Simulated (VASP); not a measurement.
# Quasiparticle energies of AlAs in VASP, part 7 of 8

Aim: the quasiparticle gap of AlAs, and what it costs to get it. The cell is of the zinc-blende type, one of the forms listed for this formula. The start is a cell from a database of measured crystal structures.

VASP 6.6.1, plane waves and PAW; the level of theory is named at each step.

So far, quasiparticle gap on the mesh (eV): step 3 (evGW0, evGW0 on PBE) 2.22; step 4 (evGW, evGW on PBE) 2.36; step 5 (QPGW0, QPGW0 on PBE) 2.27. Also gap on the k-mesh (eV): step 2 (empty bands, functional PBE) 1.43.

## (6) Orbitals for another starting point

This step: PBE; plane waves and PAW (As_GW, Al_GW) (VASP 6.6.1).

A hybrid converges faster from good orbitals, so a cheap PBE run writes WAVECAR first.

INCAR

```
SYSTEM = AlAs
PREC = Accurate
ENCUT = 300
EDIFF = 1E-05
NELM = 100
ISMEAR = 0
SIGMA = 0.01
LREAL = .FALSE.
ALGO = Normal
GGA = PE
NBANDS = 10
LORBIT = 11
LWAVE = .TRUE.
LCHARG = .FALSE.
KPAR = 8
```

POSCAR

```
AlAs
1.0
    0.0000000000      2.8304000000      2.8304000000
    2.8304000000      0.0000000000      2.8304000000
    2.8304000000      2.8304000000      0.0000000000
As Al
1 1
Direct
    0.7500000000      0.7500000000      0.7500000000
    0.0000000000      0.0000000000      0.0000000000
```

KPOINTS

```
Automatic mesh
0
Gamma
6 6 6
0 0 0
```

Potentials, in the order of the species: As_GW and Al_GW (PBE family, release 64).

On the command line:

```sh
$ mpirun -np 8 vasp_std
```

The program printed:

```text
[banner, memory and clock lines left out]
running    8 mpi-ranks, on    1 nodes
 distrk:  each k-point on    1 cores,    8 groups
 distr:  one band on    1 cores,    1 groups

 POSCAR found type information on POSCAR AsAl
 POSCAR found :  2 types and       2 ions
 [... a notice as in an earlier step ...]

 LDA part: xc-table for (Slater+PW92), standard interpolation
 POSCAR, INCAR and KPOINTS ok, starting setup
 FFT: planning ... GRIDC
 FFT: planning ... GRID_SOFT
 FFT: planning ... GRID
 WAVECAR not read
 entering main loop
       N       E                     dE             d eps       ncg     rms          rms(c)
DAV:   1     0.848537227930E+01    0.84854E+01   -0.28933E+03   320   0.480E+02
DAV:   2    -0.888546725702E+01   -0.17371E+02   -0.16913E+02   440   0.753E+01
DAV:   3    -0.958527599306E+01   -0.69981E+00   -0.69894E+00   386   0.161E+01
DAV:   4    -0.959745987195E+01   -0.12184E-01   -0.12183E-01   432   0.208E+00
DAV:   5    -0.959786715531E+01   -0.40728E-03   -0.40728E-03   394   0.313E-01    0.274E+00
DAV:   6    -0.940492205047E+01    0.19295E+00   -0.34664E-01   352   0.233E+00    0.150E+00
DAV:   7    -0.937071337951E+01    0.34209E-01   -0.17490E-01   376   0.180E+00    0.465E-01
DAV:   8    -0.937146591236E+01   -0.75253E-03   -0.12792E-02   354   0.580E-01    0.573E-02
DAV:   9    -0.937165790464E+01   -0.19199E-03   -0.51628E-04   390   0.132E-01    0.260E-02
DAV:  10    -0.937173022136E+01   -0.72317E-04   -0.11732E-04   374   0.603E-02    0.503E-03
DAV:  11    -0.937173241478E+01   -0.21934E-05   -0.16211E-05   356   0.186E-02
   1 F= -.93717324E+01 E0= -.93717324E+01  d E =-.839918E-45
 writing wavefunctions
```

Wall time 2 s (8 MPI ranks of AMD EPYC 7R43, shared host); peak memory 0.78 GiB; 10 s of CPU time.

OUTCAR, selected parts (step 6):

```text
   k-points           NKPTS =     16   k-points in BZ     NKDIM =     16   number of bands    NBANDS=     10

   NELECT =       8.0000    total number of electrons

 E-fermi :   3.5267

 k-point     1 :       0.0000    0.0000    0.0000
  band No.  band energies     occupation
      1      -8.4386      2.00000
      2       3.4296      2.00000
      3       3.4296      2.00000
      4       3.4296      2.00000
      5       5.4766      0.00000
      6       7.7141      0.00000
      7       7.7141      0.00000
      8       7.7141      0.00000
      9      12.2959      0.00000
    ...

  Total        0.7716398      0.7716398      0.7716398      0.0000000      0.0000000     -0.0000000
  in kB       27.2616269     27.2616269     27.2616269      0.0000000      0.0000000     -0.0000000
  external PRESSURE =      27.2616269 kB  Pullay stress =       0.0000000 kB

  FREE ENERGIE OF THE ION-ELECTRON SYSTEM (eV)
  ---------------------------------------------------
  free  energy   TOTEN  =        -9.3717324148 eV

  energy  without entropy=       -9.3717324148  energy(sigma->0) =       -9.37173241

[... 8 parts as in an earlier step ...]

[... 9 further parts left out ...]
```

This step gave:

| Item | Value |
| --- | --- |
| free energy (TOTEN) | -9.372 eV |
| Fermi energy | 3.527 eV |
| pressure | 2.726 GPa |
| gap on the k-mesh | 1.433 eV |

The run ends at a pressure of 2.73 GPa.

## (7) Another starting point

This step: HSE06; plane waves and PAW (As_GW, Al_GW) (VASP 6.6.1).

To see how much the result owes to its start, the ground state is made again with HSE06. A small SIGMA keeps every occupation at zero or full.

INCAR

```
SYSTEM = AlAs
PREC = Accurate
ENCUT = 300
EDIFF = 1E-08
NELM = 100
ISMEAR = 0
SIGMA = 0.01
LREAL = .FALSE.
ALGO = Normal
LHFCALC = .TRUE.
AEXX = 0.25
GGA = PE
HFSCREEN = 0.2
LASPH = .TRUE.
NBANDS = 10
PRECFOCK = Fast
LORBIT = 11
LWAVE = .TRUE.
LCHARG = .FALSE.
KPAR = 8
```

POSCAR is that of step 6.

KPOINTS is that of step 6.

The run starts from files that an earlier step left in the folder.

On the command line:

```sh
$ mpirun -np 8 vasp_std
```

The program printed:

```text
[banner, memory and clock lines left out]
running    8 mpi-ranks, on    1 nodes
 distrk:  each k-point on    1 cores,    8 groups
 distr:  one band on    1 cores,    1 groups

 POSCAR found type information on POSCAR AsAl
 POSCAR found :  2 types and       2 ions
 [... a notice as in an earlier step ...]

 LDA part: xc-table for (Slater+PW92), standard interpolation
 found WAVECAR, reading the header
 POSCAR, INCAR and KPOINTS ok, starting setup
 FFT: planning ... GRIDC
 FFT: planning ... GRID_SOFT
 FFT: planning ... GRID
 reading WAVECAR
 the WAVECAR file was read successfully
 initial charge from wavefunction
 entering main loop
       N       E                     dE             d eps       ncg     rms          rms(c)
DAV:   1    -0.109321897502E+02   -0.10932E+02   -0.28894E-01   342   0.323E+00    0.217E-01
DAV:   2    -0.109343347089E+02   -0.21450E-02   -0.77766E-03   418   0.587E-01    0.158E-01
DAV:   3    -0.109338259081E+02    0.50880E-03   -0.57765E-04   394   0.125E-01    0.959E-02
DAV:   4    -0.109336694896E+02    0.15642E-03   -0.16534E-04   394   0.573E-02    0.572E-02
DAV:   5    -0.109336211436E+02    0.48346E-04   -0.30649E-05   390   0.259E-02    0.347E-02
DAV:   6    -0.109336036737E+02    0.17470E-04   -0.60001E-06   390   0.134E-02    0.210E-02
DAV:   7    -0.109335979696E+02    0.57041E-05   -0.23213E-06   424   0.850E-03    0.126E-02
DAV:   8    -0.109335961518E+02    0.18178E-05   -0.80479E-07   432   0.514E-03    0.757E-03
DAV:   9    -0.109335956216E+02    0.53020E-06   -0.29215E-07   436   0.312E-03    0.454E-03
DAV:  10    -0.109335954756E+02    0.14600E-06   -0.10051E-07   396   0.188E-03    0.273E-03
DAV:  11    -0.109335955328E+02   -0.57178E-07   -0.37760E-08   394   0.116E-03    0.164E-03
DAV:  12    -0.109335955843E+02   -0.51520E-07   -0.14203E-08   342   0.722E-04    0.985E-04
DAV:  13    -0.109335956166E+02   -0.32322E-07   -0.50465E-09   224   0.450E-04    0.597E-04
DAV:  14    -0.109335956238E+02   -0.72049E-08   -0.25339E-09   184   0.340E-04
   1 F= -.10933596E+02 E0= -.10933596E+02  d E =-.223627E-43
 writing wavefunctions
```

It took 46 s on 8 MPI ranks; peak memory 1.5 GiB.

OUTCAR, selected parts (step 7):

```text
   k-points           NKPTS =     16   k-points in BZ     NKDIM =    216   number of bands    NBANDS=     10

   NELECT =       8.0000    total number of electrons

  exchange ACFDT corr.  =         0.00000000  see jH, gK, PRB 81, 115126

 E-fermi :   3.0560

 k-point     1 :       0.0000    0.0000    0.0000
  band No.  band energies     occupation
      1     -10.1056      2.00000
      2       2.9606      2.00000
      3       2.9606      2.00000
      4       2.9606      2.00000
      5       5.8774      0.00000
      6       8.1219      0.00000
      7       8.1219      0.00000
      8       8.1219      0.00000
      9      12.8470      0.00000
    ...

 POSITION                                       TOTAL-FORCE (eV/Angst)
 -----------------------------------------------------------------------------------
      4.24560      4.24560      4.24560         0.000000      0.000000     -0.000000
      0.00000      0.00000      0.00000        -0.000000     -0.000000      0.000000
 -----------------------------------------------------------------------------------
    total drift:                                0.000002      0.000002      0.000002

  FREE ENERGIE OF THE ION-ELECTRON SYSTEM (eV)
  ---------------------------------------------------
  free  energy   TOTEN  =       -10.9335956238 eV

  energy  without entropy=      -10.9335956238  energy(sigma->0) =      -10.93359562

[... 7 parts as in an earlier step ...]

[... 9 further parts left out ...]
```

The PAW data sets were made with PBE, which is usual practice but a small mismatch for other functionals.

This step gave:

* free energy (TOTEN): -10.93 eV
* Fermi energy: 3.056 eV
* gap on the k-mesh: 2.089 eV
* least direct gap on the k-mesh: 2.917 eV

## (8) Empty bands, functional HSE06

ALGO = Exact makes the empty bands from the converged ground state in one step. LOPTICS writes the k-derivatives of the orbitals (WAVEDER), which give the long-wavelength limit of the screening.

INCAR

```
SYSTEM = AlAs
PREC = Accurate
ENCUT = 300
ISMEAR = 0
SIGMA = 0.01
LREAL = .FALSE.
LHFCALC = .TRUE.
AEXX = 0.25
GGA = PE
HFSCREEN = 0.2
LASPH = .TRUE.
NBANDS = 296
PRECFOCK = Fast
ALGO = Exact
NELM = 1
LWAVE = .TRUE.
LCHARG = .FALSE.
LOPTICS = .TRUE.
NEDOS = 1000
CSHIFT = 0.1
```

POSCAR is that of step 7.

KPOINTS is that of step 7.

The run starts from files that an earlier step left in the folder.

On the command line:

```sh
$ mpirun -np 8 vasp_std
```

The program printed:

```text
[banner, memory and clock lines left out]
running    8 mpi-ranks, on    1 nodes
[...]
[... a notice as in an earlier step ...]

 LDA part: xc-table for (Slater+PW92), standard interpolation
 found WAVECAR, reading the header
  number of bands has changed, file:    10 present:   296
  trying to continue reading WAVECAR, but it might fail
 POSCAR, INCAR and KPOINTS ok, starting setup
[...]
reading WAVECAR
 random initialization beyond band           10
 the WAVECAR file was read successfully
 initial charge from wavefunction
 entering main loop
       N       E                     dE             d eps       ncg     rms          rms(c)
DIA:   1    -0.109335956657E+02   -0.10934E+02    0.00000E+00     0   0.000E+00
   1 F= -.10933596E+02 E0= -.10933596E+02  d E =-.121537E-55
 writing wavefunctions
 optical routines
 imaginary and real dielectric function
 recalculating local potential from charge density
 direction            1
 direction            2
 direction            3
```

Wall time 5.6 min (8 MPI ranks); peak memory 1.7 GiB; 45 min of CPU time.

OUTCAR, selected parts (step 8):

```text
  FREE ENERGIE OF THE ION-ELECTRON SYSTEM (eV)
  ---------------------------------------------------
  free  energy   TOTEN  =       -10.9335956657 eV

  energy  without entropy=      -10.9335956657  energy(sigma->0) =      -10.93359567

[... 3 parts as in an earlier step ...]

[... 1 further part left out ...]
[key lines of the parts left out:]
E-fermi :   3.0699
```

(Part 7 of 8 ends here.)

[Lines on the potential files, build, host, timing and source positions are cut from VASP's logs without a mark.]

[Logs are printed without paths, hosts, clocks, repeated set-up lines and the standing remarks that a program may print on its own settings, such as how far it seeks lower states.]

[Hosts, paths, dates, database ids (printed as entryN), source tags and the programs' standing remarks are cut or masked in the printed files.]

[Pressures printed for these runs are not shown converged in the cutoff: they can be off by several GPa and have the wrong sign.]

[In band tables of VASP the shares of atoms and orbitals are scaled to a sum of 1 inside the atoms' spheres.]
